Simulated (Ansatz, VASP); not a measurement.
**Two plane-wave programs on Ir**

Contents of INCAR:

```
PREC = Accurate
ENCUT = 600
EDIFF = 1E-7
ISMEAR = -1
SIGMA = 0.1
LREAL = False
LASPH = True
NELM = 80
ALGO = Normal
ISIF = 3
LWAVE = False
LCHARG = False
GGA = RP
IBRION = 2
NSW = 80
EDIFFG = -0.01
```

The input KPOINTS:

```
regular mesh
0
Gamma
  10 10 10
```

The input POSCAR:

```
Ir
1.0
    0.0000000000      2.6731374252      2.6731374252
    2.6731374252      0.0000000000      2.6731374252
    2.6731374252      2.6731374252      0.0000000000
Ir
2
Direct
    0.1250000000      0.1250000000      0.1250000000
    0.8750000000      0.8750000000      0.8750000000
```

Input for Ansatz:

```yaml
crystal:
  lattice:
    - [0.0, 2.6731374252, 2.6731374252]
    - [2.6731374252, 0.0, 2.6731374252]
    - [2.6731374252, 2.6731374252, 0.0]
  atoms:
    - { symbol: Ir, position: [0.125, 0.125, 0.125] }
    - { symbol: Ir, position: [0.875, 0.875, 0.875] }
hamiltonian:
  xc: rpbe
  pseudopotentials:
    kind: paw
    azcp:
      Ir: "pseudopotentials/Ir.paw.azcp"
basis:
  ecutwfc: 420
  fft_grid_basis: typed
kpoints:
  mp_grid: { grid: [10, 10, 10], shift: [0, 0, 0] }
magnetization:
  spin_polarized: false
scf:
  occupations: { method: fermi_dirac, width: 0.1 }
relax:
  max_steps: 60
  f_tol: 0.01
  cell: {}
```

The cell was built by a generator and needn't be a form met in nature.

Alike in both runs: task relaxation of cell and atoms; functional RPBE; k mesh 10 × 10 × 10; occupations fermi-dirac, width 0.1 eV; no spin polarisation.

|  | VASP | Ansatz |
| --- | --- | --- |
| version | VASP 6.6.1 | Ansatz 0.2.0 |
| potentials or method | VASP PAW PBE potentials, release 64 (Ir) | plane waves (420 eV) with PAW, scalar-relativistic |
| plane-wave cutoff (eV) | 600 | 420 |
| valence electrons in the cell | 18 | 34 |

|  | VASP | Ansatz | Ansatz less VASP |
| --- | --- | --- | --- |
| relaxed volume (Å³/atom) | 21.91 | 21.95 | +0.039 |
| relaxed cell length with the largest relative difference (Å) | 3.957 | 3.959 | +0.0024 |
| energy change over the relaxation (meV/atom) | -249 | -261 | -12.2 |

The two sets of potentials don't hold the same shells in valence.

Caveats: the PAW data sets were made with another functional, which shifts forces and pressure a little (VASP). The runs have no spin-orbit coupling, so splittings on Ir are missing.
